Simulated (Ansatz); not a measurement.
¹¹⁹Sn Mössbauer parameters in SnS

Cell: an entry of the Crystallography Open Database (COD), its atoms then relaxed with PBE in this cell.

Space group Pnma (No. 62); a = 11.3200, b = 4.0500, c = 4.2420 Å.

```
site  Wyckoff  site symmetry       x       y       z
  Sn       4c            .m.  0.1204  0.2500  0.1080
   S       4c            .m.  0.8517  0.2500  0.4769
```

One atom of each set is listed.

Level of theory: DFT, PBE, plane waves and PAW, scalar-relativistic, 420 eV cutoff, Γ-centred 4×11×10 k-points, Fermi–Dirac smearing 0.02 eV (Ansatz 0.2.0).

Isomer shifts (against SnO₂) follow from the electron density at the nucleus, δ = α(ρ − ρ₀), with α = 0.099 mm s⁻¹ a₀³ and ρ₀ = 183191.44 a₀⁻³ from a line fitted to 8 measured compounds at this level of theory (rms miss 0.12 mm/s). ΔE_Q = ½eQV_zz(1 + η²/3)^½ with Q = -0.132 b for the 23.9 keV state.

Task: Where do the absorption lines lie?

Result: Sn (4 atoms a cell): δ = 3.35, |ΔE_Q| = 0.94 mm/s, a doublet at 2.88 and 3.82 mm/s.

Without spin–orbit coupling (the program notes it for Sn) the gradients can shift somewhat, as the gap is small. Shifts outside the range of the fitted compounds (-0.5 to 3.2 mm/s for Sn) are extrapolations.
